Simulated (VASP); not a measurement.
# PbSe (Clausthalite) (Fm-3m) in VASP: notebook, part 2 of 2

VASP 6.6.1.

## Step 3: Relaxation of cell and atoms, PBE+D3(BJ)

This run uses another cell than the first one, of 28.67 Å³/atom, 1.009 times its volume.

Input file INCAR:

```
SYSTEM = PbSe
PREC = Accurate
ENCUT = 600
EDIFF = 1E-6
ISMEAR = 0
SIGMA = 0.03
LREAL = .False.
LASPH = .True.
NELM = 80
ALGO = Normal
ISIF = 3
LWAVE = .False.
LCHARG = .False.
GGA = PE
IVDW = 12
IBRION = 2
NSW = 90
EDIFFG = -0.01
```

Input file KPOINTS:

```
Automatic mesh
0
Gamma
  8 8 8
  0 0 0
```

Input file POSCAR:

```
PbSe
1.0
    0.0000000000      3.0606500000      3.0606500000
    3.0606500000      0.0000000000      3.0606500000
    3.0606500000      3.0606500000      0.0000000000
Pb Se
1 1
Direct
    0.0000000000      0.0000000000      0.0000000000
    0.5000000000      0.5000000000      0.5000000000
```

Potentials or basis: VASP PAW PBE potentials, release 64 (Pb_d, Se).

Run with:

```
$ cat potpaw_PBE.64/Pb_d/POTCAR potpaw_PBE.64/Se/POTCAR > POTCAR
$ mpirun -np 1 vasp_std > vasp.out
```

OUTCAR:

```text
SYSTEM = PbSe
   PREC = Accurate
   ENCUT = 600
   EDIFF = 1E-6
   ISMEAR = 0
   LREAL = .False.
   LASPH = .True.
   NELM = 80
   ISIF = 3
   GGA = PE
   IVDW = 12
   IBRION = 2
   NSW = 90
   EDIFFG = -0.01
 IVDW          = 12

 ion  position               nearest neighbor table
   1  0.000  0.000  0.000-   2 3.06   2 3.06   2 3.06   2 3.06   2 3.06   2 3.06
   2  0.500  0.500  0.500-   1 3.06   1 3.06   1 3.06   1 3.06   1 3.06   1 3.06

  LATTYP: Found a face centered cubic cell.
 ALAT       =     6.1213000000

  Lattice vectors:

 A1 = (   0.0000000000,   3.0606500000,   3.0606500000)
 A2 = (   3.0606500000,   0.0000000000,   3.0606500000)
 A3 = (   3.0606500000,   3.0606500000,   0.0000000000)

Analysis of symmetry for initial positions (statically):
=====================================================================
 Subroutine PRICEL returns:
 Original cell was already a primitive cell.

 Routine SETGRP: Setting up the symmetry group for a
 face centered cubic supercell.

[... 258 lines left out ...]

 E-fermi :   5.1427     XC(G=0):  -9.5003

 val. band max:        4.9847014518   @ k =   0.5000   0.0000   0.0000
 cond. band min:       5.2975190594   @ k =   0.5000   0.0000   0.0000
 fundamental gap:      0.3128176076
 Fermi energy:         5.1426834602

 k-point     1 :       0.0000    0.0000    0.0000
  band No.  band energies     occupation
      1     -11.8372      2.00000
      2     -11.8372      2.00000
      3     -11.8372      2.00000
      4     -11.8328      2.00000
      5     -11.8328      2.00000
      6      -8.5501      2.00000
      7      -1.3251      2.00000
      8       3.1403      2.00000
      9       3.1403      2.00000
     10       3.1403      2.00000
     11       9.6866      0.00000
     12       9.6866      0.00000
     13       9.6866      0.00000
     14      11.5194      0.00000
[... 377 lines left out ...]
      1     -11.8877      2.00000
      2     -11.8449      2.00000
      3     -11.8265      2.00000
      4     -11.8169      2.00000
      5     -11.8023      2.00000
      6      -7.3105      2.00000
      7      -3.4540      2.00000
      8       1.7795      2.00000
      9       2.1522      2.00000
     10       4.1773      2.00000
     11       6.3935      0.00000
     12       8.4145      0.00000
     13       9.0821      0.00000
     14      12.6107      0.00000

 [... further k-points ...]

------------------------ aborting loop because EDIFF is reached ----------------------------------------

 Edisp (eV)   -0.73174

 E8    (eV) :    -0.3414
[... 25 lines left out ...]
  FREE ENERGIE OF THE ION-ELECTRON SYSTEM (eV)
  ---------------------------------------------------
  free  energy   TOTEN  =        -8.9153536777 eV

  energy  without entropy=       -8.9153536777  energy(sigma->0) =       -8.91535368

 reached required accuracy - stopping structural energy minimisation
```

OSZICAR:

```text
N       E                     dE             d eps       ncg     rms          rms(c)
DAV:   1     0.166165085844E+03    0.16617E+03   -0.10605E+04   812   0.163E+03
DAV:   2     0.538078237597E+01   -0.16078E+03   -0.15756E+03   854   0.371E+02
DAV:   3    -0.814882948161E+01   -0.13530E+02   -0.13474E+02  1076   0.111E+02
DAV:   4    -0.845630753983E+01   -0.30748E+00   -0.30724E+00   884   0.194E+01
[... 18 lines left out ...]
DAV:   1    -0.818437865625E+01    0.72495E-03   -0.24509E-02  1004   0.287E+00    0.148E-01
DAV:   2    -0.818371801442E+01    0.66064E-03   -0.13323E-03   998   0.686E-01    0.549E-02
DAV:   3    -0.818360851481E+01    0.10950E-03   -0.49989E-04  1016   0.390E-01    0.102E-02
DAV:   4    -0.818361237679E+01   -0.38620E-05   -0.11518E-05   842   0.383E-02    0.378E-03
DAV:   5    -0.818361333678E+01   -0.95999E-06   -0.14888E-06   582   0.190E-02
   3 F= -.89153537E+01 E0= -.89153537E+01  d E =-.379560E-03
```

It took 24 s on 1 thread of Intel Xeon 6975P-C (Granite Rapids), shared host; peak memory 0.22 GiB.

What came out:

* Free energy: -8.9154 eV
* Relaxed volume: 28.86 Å³/atom
* Relaxed cell: a = 4.338 Å, b = 4.338 Å, c = 4.338 Å, α = 60.00°, β = 60.00°, γ = 60.00°
* Space group after relaxing (to 0.05 Å): Fm-3m (No. 225)
* Energy gained by relaxing: 0.2 meV/atom
* Ionic steps: 3
* Pressure after relaxing: 0.0 GPa
* Band gap on the k mesh: 0.31 eV, direct
* Dispersion energy per atom: -0.366 eV

Step by step:
| step | energy change (eV) | largest force (eV/Å) | pressure (GPa) | volume (Å³) |
| --- | --- | --- | --- | --- |
| 1 | 0.0000 | 0.0000 | 0.33 | 57.34 |
| 2 | -0.0003 | 0.0000 | -0.10 | 57.83 |
| 3 | -0.0004 | 0.0000 | 0.00 | 57.71 |

Final structure:
```
CELL_PARAMETERS angstrom
0.00000 3.06723 3.06723
3.06723 0.00000 3.06723
3.06723 3.06723 0.00000
ATOMIC_POSITIONS crystal
Pb 0.00000 0.00000 0.00000
Se 0.50000 0.50000 0.50000
```

Caveat: spin-orbit coupling is left out, which as a rule narrows the gap of such compounds by several tenths of an eV. Zero-point motion and thermal expansion aren't in these numbers.

## Step 4: Relaxation of cell and atoms, PBE+D3(BJ)

This run uses another cell than the first one, of 28.86 Å³/atom, 1.015 times its volume.

Edit INCAR of step 3 so:

```diff
@@ -3,3 +3,3 @@
 ENCUT = 600
-EDIFF = 1E-6
+EDIFF = 1E-7
 ISMEAR = 0
@@ -17,2 +17,2 @@
 NSW = 90
-EDIFFG = -0.01
+EDIFFG = -0.005
```

KPOINTS is that of step 3.

Input file POSCAR:

```
PbSe                                    
1.0
   -0.0000000000      3.0672278692      3.0672278692
    3.0672278692      0.0000000000      3.0672278692
    3.0672278692      3.0672278692      0.0000000000
  Pb              Se            
     1     1
Direct
     0.0000000000000000    0.0000000000000000    0.0000000000000000
     0.5000000000000000    0.5000000000000000    0.5000000000000000
```

Potentials or basis: VASP PAW PBE potentials, release 64 (Pb_d, Se).

Run with:

```
$ cat potpaw_PBE.64/Pb_d/POTCAR potpaw_PBE.64/Se/POTCAR > POTCAR
$ mpirun -np 1 vasp_std > vasp.out
```

OUTCAR:

```text
SYSTEM = PbSe
   PREC = Accurate
   ENCUT = 600
   EDIFF = 1E-7
   ISMEAR = 0
   LREAL = .False.
   LASPH = .True.
   NELM = 80
   ISIF = 3
   GGA = PE
   IVDW = 12
   IBRION = 2
   NSW = 90
   EDIFFG = -0.005
 IVDW          = 12

 ion  position               nearest neighbor table
   1  0.000  0.000  0.000-   2 3.07   2 3.07   2 3.07   2 3.07   2 3.07   2 3.07
   2  0.500  0.500  0.500-   1 3.07   1 3.07   1 3.07   1 3.07   1 3.07   1 3.07
[... 604 lines left out ...]

 Edisp (eV)   -0.73174

 E8    (eV) :    -0.3414

  FORCE on cell =-STRESS in cart. coord.  units (eV):
  Direction    XX          YY          ZZ          XY          YZ          ZX
  --------------------------------------------------------------------------------------
  -------------------------------------------------------------------------------------
  Total      -0.00087    -0.00087    -0.00087     0.00000     0.00000    -0.00000
  in kB      -0.02414    -0.02414    -0.02414     0.00000     0.00000    -0.00000
  external pressure =       -0.02 kB  Pullay stress =        0.00 kB

 VOLUME and BASIS-vectors are now :
 -----------------------------------------------------------------------------
  energy-cutoff  :      600.00
  volume of cell :       57.71
      direct lattice vectors                 reciprocal lattice vectors
     0.000000000  3.067227869  3.067227869    -0.163013647  0.163013647  0.163013647
     3.067227869  0.000000000  3.067227869     0.163013647 -0.163013647  0.163013647
     3.067227869  3.067227869  0.000000000     0.163013647  0.163013647 -0.163013647

 POSITION                                       TOTAL-FORCE (eV/Angst)
 -----------------------------------------------------------------------------------
      0.00000      0.00000      0.00000        -0.000000      0.000000     -0.000000
      3.06723      3.06723      3.06723         0.000000      0.000000      0.000000
 -----------------------------------------------------------------------------------
    total drift:                               -0.000000      0.000000      0.000000

  FREE ENERGIE OF THE ION-ELECTRON SYSTEM (eV)
  ---------------------------------------------------
  free  energy   TOTEN  =        -8.9153842564 eV

  energy  without entropy=       -8.9153842564  energy(sigma->0) =       -8.91538426

 reached required accuracy - stopping structural energy minimisation
```

OSZICAR:

```text
N       E                     dE             d eps       ncg     rms          rms(c)
DAV:   1     0.165269116330E+03    0.16527E+03   -0.10492E+04   812   0.161E+03
DAV:   2     0.500937131683E+01   -0.16026E+03   -0.15696E+03   848   0.366E+02
DAV:   3    -0.814462947460E+01   -0.13154E+02   -0.12905E+02  1076   0.108E+02
DAV:   4    -0.846526774889E+01   -0.32064E+00   -0.32044E+00   842   0.196E+01
DAV:   5    -0.847624797315E+01   -0.10980E-01   -0.10980E-01  1126   0.375E+00    0.276E+00
DAV:   6    -0.818512373534E+01    0.29112E+00   -0.77459E-01  1156   0.699E+00    0.156E+00
DAV:   7    -0.818053292483E+01    0.45908E-02   -0.12847E-01   924   0.202E+00    0.854E-01
DAV:   8    -0.818398788095E+01   -0.34550E-02   -0.13888E-02   878   0.156E+00    0.154E-01
DAV:   9    -0.818355805388E+01    0.42983E-03   -0.26236E-03  1250   0.599E-01    0.548E-02
DAV:  10    -0.818363803550E+01   -0.79982E-04   -0.21853E-04   866   0.114E-01    0.204E-02
DAV:  11    -0.818364374607E+01   -0.57106E-05   -0.79638E-05  1018   0.104E-01    0.651E-03
DAV:  12    -0.818364396433E+01   -0.21826E-06   -0.48233E-06  1016   0.173E-02    0.286E-03
DAV:  13    -0.818364391547E+01    0.48858E-07   -0.61800E-07   896   0.675E-03
   1 F= -.89153843E+01 E0= -.89153843E+01  d E =-.891538E+01
```

Run time: 14 s. Hardware: 1 thread of Intel Xeon 6975P-C (Granite Rapids), shared host; peak memory 0.22 GiB.

What came out:

| Property | Result |
| --- | --- |
| Free energy | -8.9154 eV |
| Pressure after relaxing | 0.0 GPa |
| Band gap on the k mesh | 0.31 eV, direct |
| Dispersion energy per atom | -0.366 eV |

Final structure:
```cif
data_structure
_symmetry_space_group_name_H-M 'P 1'
_symmetry_Int_Tables_number 1
_cell_length_a 4.3377
_cell_length_b 4.3377
_cell_length_c 4.3377
_cell_angle_alpha 60.000
_cell_angle_beta 60.000
_cell_angle_gamma 60.000
_cell_volume 57.71
loop_
_atom_site_label
_atom_site_type_symbol
_atom_site_fract_x
_atom_site_fract_y
_atom_site_fract_z
_atom_site_occupancy
Pb1 Pb 0.00000 0.00000 0.00000 1
Se1 Se 0.50000 0.50000 0.50000 1
```

Caveat: the relaxation stopped at its first step, so nothing moved; spin-orbit coupling is left out, which as a rule narrows the gap of such compounds by several tenths of an eV.
